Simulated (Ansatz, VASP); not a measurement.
**One calculation of SiN, two programs**

```
Si N
1.0
     2.74597    0.00000    0.00000
    -1.37299    2.37808    0.00000
     0.00000    0.00000    2.67878
Si N
1 1
Direct
  0.00000 0.00000 0.00000
  0.66667 0.33333 0.50000
```

Alike in both runs: functional PBE; k mesh 24 × 24 × 20; occupations gaussian, width 0.1 eV; no spin polarisation.

Ansatz relaxed the structure, and its values are those at the end. VASP's run is a single point on that final structure, the one shown.

|  | VASP | Ansatz |
| --- | --- | --- |
| version | VASP 6.6.1 | Ansatz 0.2.0 |
| potentials or method | VASP PAW PBE potentials, release 64 (Si, N) | scalar-relativistic, plane waves, PAW |
| plane-wave cutoff (eV) | 520 | 420 |
| valence electrons in the cell | 9 | 9 |

|  | VASP | Ansatz | Ansatz less VASP |
| --- | --- | --- | --- |
| gap on the k mesh at the Fermi level (eV) | none | none | - |
| pressure (GPa) | 0.0 | 0.0 | -0.05 |

A gap of «none» marks a metal or a gap that the smearing closes.
